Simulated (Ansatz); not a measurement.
**Structure types of Mn compared at 95 GPa**

Structure types of Mn are relaxed in primitive cells with their symmetry kept at 95 GPa, first on PAW files, then by LAPW. The enthalpy is E + pV at zero temperature, without zero-point motion. Only the types listed were tried, and differences under about 5 meV/atom are mesh noise. Not among the end structures: fcc, bcc, which may lie lower.

Level of theory: DFT with PBE, scalar-relativistic, in Ansatz 0.2.0; Fermi–Dirac smearing of 0.08 eV, spin-polarised from start moments Mn1 3, Mn2 3 μB. LAPW: all electrons, basis error target 0.5 meV/atom; PAW: frozen-core files, cutoff 420 eV.

k meshes: hcp 19×19×10, diamond 15×15×15, simple hexagonal 19×19×18, beta tin 19×19×19.

Antiferromagnetic order, which Cr and Mn prefer near zero pressure, wasn't tried. The start moments died away, and the runs ended non-magnetic.

Question: Order the types by LAPW enthalpy, lowest first.
A. simple hexagonal
B. hcp
C. beta tin
D. diamond

Answer: B (0 meV/atom), A (833 meV/atom), C (952 meV/atom), D (3144 meV/atom).

```tsv
start type	ends as	a, b, c (Å)	V (Å³/atom)	H − H(lowest), LAPW (meV/atom)	same, PAW	moment (μB/atom)
hcp	hcp, P6_3/mmc	2.313, 2.313, 3.736	8.65	0.0	0.0	0.00
diamond	diamond, Fd-3m	4.432, 4.432, 4.432	10.89	3144.1	3146.9	0.00
simple hexagonal	simple hexagonal, P6/mmm	2.283, 2.283, 1.981	8.95	832.9	833.4	0.00
beta tin	beta tin, I4_1/amd	4.080, 4.080, 2.174	9.05	951.8	952.7	0.00
```

Question: Split the lead of hcp over simple hexagonal into energy and pV.

Answer: For simple hexagonal less hcp: ΔE = +659.9 meV/atom, and p·ΔV = 95 GPa × +0.2918 Å³ × 6.242 meV/(GPa·Å³) = +173.0 meV/atom, together 832.9 meV/atom. hcp wins on both counts.
